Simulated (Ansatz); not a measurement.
Start from BeO in the wurtzite structure (space group P6_3mc, No. 186; a = 2.6905 Å, c = 4.3699 Å).

Computed with r2SCAN in Ansatz (plane waves to 500 eV, PAW, without spin-orbit coupling).

Its conduction minimum is a single valley at Γ with mass 0.58 mₑ.

Modification: electron doping at 1.0×10^22 cm⁻³ (0.274 per cell), with a uniform compensating background at fixed cell and a 300 K Fermi–Dirac width.

Q: Where would a parabolic band put the Fermi level, and where does the calculation put it?

A: k_F = (3π²n)^(1/3) = 0.667 Å⁻¹, so ħ²k_F²/2m = 2.9 eV above the band edge at zero temperature. The calculation gives 1.50 eV (to 0.05 eV): the band is strongly non-parabolic or higher valleys fill at this density.

Charged cell with a jellium background: band edges are those of the host's band count, energies are not comparable with the neutral cell, and many-body gap narrowing is missing. The levels and masses belong to the bands next to the band gap. Masses are band curvatures over ±0.01 Å⁻¹ around the edge. Whether these cells are dynamically stable was not tested.

Ansatz is a first-principles code.
